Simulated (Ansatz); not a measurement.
BaF₂:
Space group Fm-3m (No. 225); a = 6.137 Å, b = 6.137 Å, c = 6.137 Å, α = 90.00°, β = 90.00°, γ = 90.00°

```json
[
 {"atom": "Ba", "site": "4a", "symmetry": "m-3m", "x": "0.0000", "y": "0.0000", "z": "0.0000"},
 {"atom": "F", "site": "8c", "symmetry": "-43m", "x": "0.2500", "y": "0.2500", "z": "0.2500"}
]
```
(The calculation used a cell of 3 atoms; values per cell refer to that cell.)

Relaxed with PBEsol.

### Question
Decompose the optical modes at the zone centre into irreducible representations, and say which are infrared and Raman allowed.

### Answer
Point group m-3m: Γ_opt = T1u + T2g. Infrared: T1u. Raman: T2g.

### Question
Assign frequencies (DFPT, PBEsol (plane waves, PAW; program Ansatz); without the LO–TO term).

### Answer
T1u 180, T2g 241 cm⁻¹.

The PBEsol relaxation kept the symmetry of its start; phonons on a q-mesh show no instability. Spin–orbit coupling is left out wherever it is not named.

Potentials: the later of the program's two PAW sets.
